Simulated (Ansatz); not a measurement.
# Platinum, hcp under revPBE: structure, energy and stiffness, part 2 of 2

Aim: take platinum in the hcp structure, relax it, solve it on a dense k-mesh, then scale the cell to 7 volumes from 88 to 112 % of the relaxed one and try a fit of the equation of state. Spin polarisation is left out. The k-meshes are 13×13×7 for the relaxation; 21×21×11 for the dense run; 15×15×8 for the volumes.

Ansatz 0.2.0; DFT, revPBE, plane waves (420 eV) with PAW, scalar-relativistic.

## 4. Volume × 0.88

This is Pt in the hcp structure; at room conditions it is fcc.

input.yaml

```yaml
crystal:
  lattice:
    - [2.6618012242, 0.0, 0.0]
    - [-1.3309006121, 2.30518748, 0.0]
    - [0.0, 0.0, 4.5794732437]
  atoms:
    - { symbol: Pt, position: [0.3333333333, 0.6666666667, 0.25] }
    - { symbol: Pt, position: [0.6666666667, 0.3333333333, 0.75] }
hamiltonian:
  xc: revpbe
  pseudopotentials:
    kind: paw
    azcp:
      Pt: "pseudopotentials/Pt.paw.azcp"
basis:
  ecutwfc: 420
  fft_grid_basis: typed
kpoints:
  mp_grid: { grid: [15, 15, 8], shift: [0, 0, 0] }
magnetization:
  spin_polarized: false
scf:
  occupations: { method: fermi_dirac, width: 0.1 }
  lower_state_search: "off"
output:
  stress: true
```

Standard output (excerpt; [...] marks lines left out):

```text
Warning: RAYON_NUM_THREADS=2 ignored (pool sized by the plan → 2); use --threads N
[...]
Pseudopotentials: kind: paw
Pseudopotential: Pt, paw, valence charge 18, recommended cutoff 420 eV (normal), <dir>
Functional definition: revPBE
[...]
Crystal: 2 atoms, lattice volume = 28.099 Å³
Basis set: ecut = 420 eV, 549 PW (Γ)
Bands: 22, of which v1, the nominal top of the filled ones, is band 18 counted from 1 (17 counted from 0)
Symmetry: 24 space group operations
Space group: P63/mmc (ITA 194), of the structure as read, at distance tolerance 3.0e-5 Å
k-points: 135 of 1800
[...]
SCF iter   1: F=—  HF=-25065.151298 eV  |F-HF|=—  |Δ(HF+E_count)|=         —  Δρ=7.21e-3  dr2=4.85e-3  ethr=1.77e-3  ⟨swp⟩=5.0  Hψ=11645  notcnv=0
[...]
SCF iter   6: F=-25065.154322 eV  HF=-25065.154322 eV  |F-HF|=9.90e-10  |Δ(HF+E_count)|=   2.38e-8  Δρ=5.91e-6  dr2=6.08e-9  ethr=2.78e-10  ⟨swp⟩=4.0  Hψ=9838  notcnv=0
[...]
SCF converged after 6 iterations
Free energy (F): -25065.154322 eV
[...]
E sigma→0 (E₀):  -25065.104532 eV
Entropy (-TS):   -0.099581 eV (-49.790 meV/atom)
Fermi energy:    25.722641 eV
[...]
--- Stress (GPa, compression-positive) ---
       42.872577      -0.000000       0.000000
        0.000000      42.872577       0.000000
        0.000000       0.000000      39.032612
  P = ⅓ Tr σ = 41.5926 GPa (415.926 kbar)
```

It took 0.99 s on 2 threads of an x86-64 CPU, shared host; peak memory 0.36 GiB.

## 5. Volume × 0.92

Edit input.yaml of step 4 so:

```diff
@@ -2,5 +2,5 @@
   lattice:
-    - [2.6618012242, 0.0, 0.0]
-    - [-1.3309006121, 2.30518748, 0.0]
-    - [0.0, 0.0, 4.5794732437]
+    - [2.7015354587, 0.0, 0.0]
+    - [-1.3507677293, 2.3395983364, 0.0]
+    - [0.0, 0.0, 4.647833669]
   atoms:
```

Standard output (excerpt; [...] marks lines left out):

```text
Warning: RAYON_NUM_THREADS=2 ignored (pool sized by the plan → 2); use --threads N
[...]
[... 3 set-up lines as earlier in the session ...]
[...]
Crystal: 2 atoms, lattice volume = 29.377 Å³
Basis set: ecut = 420 eV, 573 PW (Γ)
Bands: 22, of which v1, the nominal top of the filled ones, is band 18 counted from 1 (17 counted from 0)
[... 2 set-up lines as earlier in the session ...]
k-points: 135 of 1800
[...]
SCF iter   1: F=—  HF=-25065.409838 eV  |F-HF|=—  |Δ(HF+E_count)|=         —  Δρ=6.63e-3  dr2=4.18e-3  ethr=1.77e-3  ⟨swp⟩=5.0  Hψ=11596  notcnv=0
[...]
SCF iter   6: F=-25065.413171 eV  HF=-25065.413171 eV  |F-HF|=8.08e-10  |Δ(HF+E_count)|=   1.43e-8  Δρ=5.78e-6  dr2=6.06e-9  ethr=2.78e-10  ⟨swp⟩=4.0  Hψ=9850  notcnv=0
[...]
SCF converged after 6 iterations
Free energy (F): -25065.413171 eV
[...]
E sigma→0 (E₀):  -25065.360253 eV
Entropy (-TS):   -0.105835 eV (-52.918 meV/atom)
Fermi energy:    24.276170 eV
[...]
--- Stress (GPa, compression-positive) ---
       24.800906       0.000000       0.000000
       -0.000000      24.800906       0.000000
        0.000000       0.000000      22.670869
  P = ⅓ Tr σ = 24.0909 GPa (240.909 kbar)
```

It took 0.94 s on 2 threads of an x86-64 CPU, shared host; peak memory 0.37 GiB.

## 6. Volume × 0.96

Edit input.yaml of step 5 so:

```diff
@@ -2,5 +2,5 @@
   lattice:
-    - [2.7015354587, 0.0, 0.0]
-    - [-1.3507677293, 2.3395983364, 0.0]
-    - [0.0, 0.0, 4.647833669]
+    - [2.7401340372, 0.0, 0.0]
+    - [-1.3700670186, 2.373025686, 0.0]
+    - [0.0, 0.0, 4.7142402648]
   atoms:
```

Standard output (excerpt; [...] marks lines left out):

```text
Warning: RAYON_NUM_THREADS=2 ignored (pool sized by the plan → 2); use --threads N
[...]
[... 3 set-up lines as earlier in the session ...]
[...]
Crystal: 2 atoms, lattice volume = 30.654 Å³
Basis set: ecut = 420 eV, 597 PW (Γ)
Bands: 22, of which v1, the nominal top of the filled ones, is band 18 counted from 1 (17 counted from 0)
[... 2 set-up lines as earlier in the session ...]
k-points: 135 of 1800
[...]
SCF iter   1: F=—  HF=-25065.545490 eV  |F-HF|=—  |Δ(HF+E_count)|=         —  Δρ=6.15e-3  dr2=3.69e-3  ethr=1.77e-3  ⟨swp⟩=4.9  Hψ=11433  notcnv=0
[...]
SCF iter   6: F=-25065.548902 eV  HF=-25065.548902 eV  |F-HF|=7.06e-10  |Δ(HF+E_count)|=   1.03e-8  Δρ=5.73e-6  dr2=7.23e-9  ethr=2.78e-10  ⟨swp⟩=4.0  Hψ=9729  notcnv=0
[...]
SCF converged after 6 iterations
Free energy (F): -25065.548902 eV
[...]
E sigma→0 (E₀):  -25065.492842 eV
Entropy (-TS):   -0.112120 eV (-56.060 meV/atom)
Fermi energy:    22.950951 eV
[...]
--- Stress (GPa, compression-positive) ---
       10.807337       0.000000       0.000000
        0.000000      10.807337       0.000000
        0.000000       0.000000       9.998588
  P = ⅓ Tr σ = 10.5378 GPa (105.378 kbar)
```

It took 0.95 s on 2 threads of an x86-64 CPU, shared host; peak memory 0.37 GiB.

## 7. Volume × 1.0

Edit input.yaml of step 6 so:

```diff
@@ -2,5 +2,5 @@
   lattice:
-    - [2.7401340372, 0.0, 0.0]
-    - [-1.3700670186, 2.373025686, 0.0]
-    - [0.0, 0.0, 4.7142402648]
+    - [2.7776747849, 0.0, 0.0]
+    - [-1.3888373925, 2.4055369272, 0.0]
+    - [0.0, 0.0, 4.7788269243]
   atoms:
@@ -26 +26,5 @@
   stress: true
+  write_density: true
+  write_potential: true
+  elf: true
+  volumetric_format: npy
```

Standard output (excerpt; [...] marks lines left out):

```text
Warning: RAYON_NUM_THREADS=2 ignored (pool sized by the plan → 2); use --threads N
[...]
[... 3 set-up lines as earlier in the session ...]
[...]
Crystal: 2 atoms, lattice volume = 31.931 Å³
Basis set: ecut = 420 eV, 639 PW (Γ)
Bands: 22, of which v1, the nominal top of the filled ones, is band 18 counted from 1 (17 counted from 0)
[... 2 set-up lines as earlier in the session ...]
k-points: 135 of 1800
[...]
SCF iter   1: F=—  HF=-25065.586068 eV  |F-HF|=—  |Δ(HF+E_count)|=         —  Δρ=5.73e-3  dr2=3.32e-3  ethr=1.77e-3  ⟨swp⟩=4.9  Hψ=11344  notcnv=0
[...]
SCF iter   6: F=-25065.589364 eV  HF=-25065.589364 eV  |F-HF|=5.09e-11  |Δ(HF+E_count)|=   7.19e-9  Δρ=5.68e-6  dr2=9.34e-9  ethr=2.78e-10  ⟨swp⟩=7.0  Hψ=16144  notcnv=0
[...]
SCF converged after 6 iterations
Free energy (F): -25065.589364 eV
[...]
E sigma→0 (E₀):  -25065.530161 eV
Entropy (-TS):   -0.118406 eV (-59.203 meV/atom)
Fermi energy:    21.733234 eV
[...]
--- Stress (GPa, compression-positive) ---
       -0.008443       0.000000      -0.000000
        0.000000      -0.008443      -0.000000
       -0.000000      -0.000000       0.206760
  P = ⅓ Tr σ = 0.0633 GPa (0.633 kbar)
--- Band table (eV; the first three rows and the last of 135) ---
  k-point 0: bands = ["-76.5210", "-76.5020", "-30.8379", "-30.6329", "-30.6329", "-30.5923", "-30.5923", "-30.5131", "12.1542", "14.8125", "17.9123", "18.3754", "18.3754", "18.7469", "18.7469", "19.8892", "19.8892", "21.1106", "21.4894", "21.4894", "26.4630", "36.7888"]
[...]
```

Wall time 1.3 s (2 threads of an x86-64 CPU, shared host); peak memory 0.38 GiB.

Density in a lattice plane of the grid's cell (edges 2.78 and 4.78 Å, at 0.333 of the third edge), which holds Pt.

Ten even steps from ' ' (0.21 e/Å³) to '@' (11.68 e/Å³):
```
                            
              ..::::::....  
            ..--++++++==::..
            ::++##%%%%##==::
          ..--**%%@@@@%%++::
            ::++##%%%%##==::
            ..--++++++==::..
              ..::::::....  
                            
                            
                            
                            
                            
  ........                  
  ........                  
  ........                  
                            
                            
                            
                            
```
Columns run along the first of these edges and rows up along the second, over one cell in 14 and 20 even steps from the bottom left corner. Atoms in the plane (fractional): Pt at (0.67, 0.75).

ELF in the same plane.

Values, 12 rows by 6 columns:
```
0.25 0.22 0.25 0.38 0.44 0.38
0.32 0.26 0.33 0.62 0.67 0.61
0.36 0.29 0.37 0.66 0.67 0.65
0.32 0.26 0.33 0.62 0.67 0.61
0.25 0.22 0.25 0.38 0.44 0.38
0.22 0.21 0.22 0.24 0.23 0.23
0.25 0.26 0.25 0.23 0.22 0.23
0.32 0.40 0.33 0.24 0.23 0.24
0.36 0.45 0.37 0.25 0.25 0.25
0.32 0.40 0.33 0.24 0.23 0.24
0.25 0.26 0.25 0.23 0.22 0.23
0.22 0.21 0.22 0.24 0.23 0.23
```
Columns run along the first of these edges and rows up along the second, over one cell in 6 and 12 even steps from the bottom left corner. Atoms in the plane (fractional): Pt at (0.67, 0.75).

Both are smooth fields of the valence electrons: close to the nuclei they are not physical.

## 8. Volume × 1.04

Edit input.yaml of step 7 so:

```diff
@@ -2,5 +2,5 @@
   lattice:
-    - [2.7776747849, 0.0, 0.0]
-    - [-1.3888373925, 2.4055369272, 0.0]
-    - [0.0, 0.0, 4.7788269243]
+    - [2.8142273291, 0.0, 0.0]
+    - [-1.4071136645, 2.437192359, 0.0]
+    - [0.0, 0.0, 4.8417134376]
   atoms:
@@ -26,5 +26 @@
   stress: true
-  write_density: true
-  write_potential: true
-  elf: true
-  volumetric_format: npy
```

Standard output (excerpt; [...] marks lines left out):

```text
Warning: RAYON_NUM_THREADS=2 ignored (pool sized by the plan → 2); use --threads N
[...]
[... 3 set-up lines as earlier in the session ...]
[...]
Crystal: 2 atoms, lattice volume = 33.208 Å³
Basis set: ecut = 420 eV, 665 PW (Γ)
Bands: 22, of which v1, the nominal top of the filled ones, is band 18 counted from 1 (17 counted from 0)
[... 2 set-up lines as earlier in the session ...]
k-points: 135 of 1800
[...]
SCF iter   1: F=—  HF=-25065.553267 eV  |F-HF|=—  |Δ(HF+E_count)|=         —  Δρ=5.34e-3  dr2=3.00e-3  ethr=1.77e-3  ⟨swp⟩=4.9  Hψ=11275  notcnv=0
[...]
SCF iter   6: F=-25065.556308 eV  HF=-25065.556308 eV  |F-HF|=3.86e-10  |Δ(HF+E_count)|=   1.94e-9  Δρ=5.29e-6  dr2=9.31e-9  ethr=2.51e-10  ⟨swp⟩=2.0  Hψ=10366  notcnv=0
[...]
SCF converged after 6 iterations
Free energy (F): -25065.556308 eV
[...]
E sigma→0 (E₀):  -25065.493987 eV
Entropy (-TS):   -0.124643 eV (-62.322 meV/atom)
Fermi energy:    20.611136 eV
[...]
--- Stress (GPa, compression-positive) ---
       -8.338992       0.000000       0.000000
        0.000000      -8.338992      -0.000000
        0.000000      -0.000000      -7.329582
  P = ⅓ Tr σ = -8.0025 GPa (-80.025 kbar)
```

It took 1.1 s on 2 threads of an x86-64 CPU, shared host; peak memory 0.37 GiB.

## 9. Volume × 1.08

Edit input.yaml of step 8 so:

```diff
@@ -2,5 +2,5 @@
   lattice:
-    - [2.8142273291, 0.0, 0.0]
-    - [-1.4071136645, 2.437192359, 0.0]
-    - [0.0, 0.0, 4.8417134376]
+    - [2.8498542419, 0.0, 0.0]
+    - [-1.424927121, 2.4680461706, 0.0]
+    - [0.0, 0.0, 4.9030074564]
   atoms:
@@ -26 +26,5 @@
   stress: true
+  write_density: true
+  write_potential: true
+  elf: true
+  volumetric_format: npy
```

Standard output (excerpt; [...] marks lines left out):

```text
Warning: RAYON_NUM_THREADS=2 ignored (pool sized by the plan → 2); use --threads N
[...]
[... 3 set-up lines as earlier in the session ...]
[...]
Crystal: 2 atoms, lattice volume = 34.486 Å³
Basis set: ecut = 420 eV, 665 PW (Γ)
Bands: 22, of which v1, the nominal top of the filled ones, is band 18 counted from 1 (17 counted from 0)
[... 1 set-up line as earlier in the session ...]
Space group: P63/mmc (ITA 194), of the structure as read, at distance tolerance 3.3e-5 Å
k-points: 135 of 1800
[...]
SCF iter   1: F=—  HF=-25065.464039 eV  |F-HF|=—  |Δ(HF+E_count)|=         —  Δρ=4.98e-3  dr2=2.72e-3  ethr=1.77e-3  ⟨swp⟩=4.9  Hψ=11238  notcnv=0
[...]
SCF iter   6: F=-25065.466787 eV  HF=-25065.466787 eV  |F-HF|=1.24e-9  |Δ(HF+E_count)|=   7.27e-9  Δρ=4.82e-6  dr2=8.76e-9  ethr=1.99e-10  ⟨swp⟩=5.0  Hψ=16501  notcnv=0
[...]
SCF converged after 6 iterations
Free energy (F): -25065.466787 eV
[...]
E sigma→0 (E₀):  -25065.401388 eV
Entropy (-TS):   -0.130798 eV (-65.399 meV/atom)
Fermi energy:    19.574410 eV
[...]
--- Stress (GPa, compression-positive) ---
      -14.718111       0.000000       0.000000
        0.000000     -14.718111       0.000000
        0.000000       0.000000     -13.095232
  P = ⅓ Tr σ = -14.1772 GPa (-141.772 kbar)
--- Band table (eV; the first three rows and the last of 135) ---
  k-point 0: bands = ["-78.4266", "-78.4139", "-32.6942", "-32.5660", "-32.5660", "-32.5355", "-32.5355", "-32.4547", "10.7844", "13.3645", "16.2060", "16.6151", "16.6151", "16.9387", "16.9387", "17.9510", "17.9510", "19.2833", "19.3554", "19.3554", "23.8297", "34.7039"]
[...]
```

It took 1.5 s on 2 threads of an x86-64 CPU, shared host; peak memory 0.39 GiB.

## 10. Volume × 1.12

Edit input.yaml of step 9 so:

```diff
@@ -2,5 +2,5 @@
   lattice:
-    - [2.8498542419, 0.0, 0.0]
-    - [-1.424927121, 2.4680461706, 0.0]
-    - [0.0, 0.0, 4.9030074564]
+    - [2.8846119875, 0.0, 0.0]
+    - [-1.4423059938, 2.4981472612, 0.0]
+    - [0.0, 0.0, 4.9628061237]
   atoms:
@@ -26,5 +26 @@
   stress: true
-  write_density: true
-  write_potential: true
-  elf: true
-  volumetric_format: npy
```

Standard output (excerpt; [...] marks lines left out):

```text
Warning: RAYON_NUM_THREADS=2 ignored (pool sized by the plan → 2); use --threads N
[...]
[... 3 set-up lines as earlier in the session ...]
[...]
Crystal: 2 atoms, lattice volume = 35.763 Å³
Basis set: ecut = 420 eV, 713 PW (Γ)
Bands: 22, of which v1, the nominal top of the filled ones, is band 18 counted from 1 (17 counted from 0)
[... 2 set-up lines as earlier in the session ...]
k-points: 135 of 1800
[...]
SCF iter   1: F=—  HF=-25065.331838 eV  |F-HF|=—  |Δ(HF+E_count)|=         —  Δρ=4.69e-3  dr2=2.53e-3  ethr=1.77e-3  ⟨swp⟩=4.8  Hψ=11117  notcnv=0
[...]
SCF iter   6: F=-25065.334226 eV  HF=-25065.334226 eV  |F-HF|=1.48e-9  |Δ(HF+E_count)|=   1.09e-8  Δρ=4.38e-6  dr2=7.66e-9  ethr=1.65e-10  ⟨swp⟩=2.0  Hψ=9563  notcnv=0
[...]
SCF converged after 6 iterations
Free energy (F): -25065.334226 eV
[...]
E sigma→0 (E₀):  -25065.265799 eV
Entropy (-TS):   -0.136854 eV (-68.427 meV/atom)
Fermi energy:    18.614209 eV
[...]
--- Stress (GPa, compression-positive) ---
      -19.556425       0.000000      -0.000000
        0.000000     -19.556425      -0.000000
       -0.000000      -0.000000     -17.466259
  P = ⅓ Tr σ = -18.8597 GPa (-188.597 kbar)
```

It took 1.2 s on 2 threads of an x86-64 CPU, shared host; peak memory 0.38 GiB.

## 11. Fitting the volumes

All volumes keep the relaxed shape and fractional coordinates.

| V (Å³/atom) | E − E₀ (meV/atom) | P from the stress (GPa) | P from the fit (GPa) |
| --- | --- | --- | --- |
| 14.050 | 212.8 | 41.59 | 41.28 |
| 14.688 | 84.9 | 24.09 | 23.68 |
| 15.327 | 18.6 | 10.54 | 10.13 |
| 15.966 | 0.0 | 0.06 | -0.32 |
| 16.604 | 18.1 | -8.00 | -8.38 |
| 17.243 | 64.4 | -14.18 | -14.56 |
| 17.881 | 132.2 | -18.86 | -19.28 |

A third-order Birch-Murnaghan fit gives V₀ = 15.943 Å³/atom, B₀ = 231 GPa and B₀′ = 5.5; it misses no point by more than 0.06 meV/atom.

The fit is made to E(σ → 0), while the stress belongs to the free energy F; that is one source of the offset between the two pressures.

## 12. Summary of results

This closing draws on all 2 parts.

| quantity | value |
| --- | --- |
| space group (spins left aside) | P6_3/mmc (No. 194) |
| conventional cell | a = 2.778 Å, c = 4.779 Å (c/a = 1.720) |
| volume | 15.966 Å³/atom |
| shortest distance | 2.778 Å |
| gap on the mesh | none (levels filled in part) |
| relative to fcc | +58 meV/atom |
| V₀, B₀, B₀′ | 15.943 Å³/atom, 231 GPa, 5.5 |

In words: From the guessed start the volume grew by 5.8 % in 7 steps. Against the reference form of platinum (fcc, computed apart with the same settings) it stands 58 meV/atom higher. Levels at the Fermi energy are filled in part, as in a metal. B₀ comes out at 231 GPa; letting shape and positions relax at each volume could only lower it. Relaxation kept the symmetry; phonons were not checked.
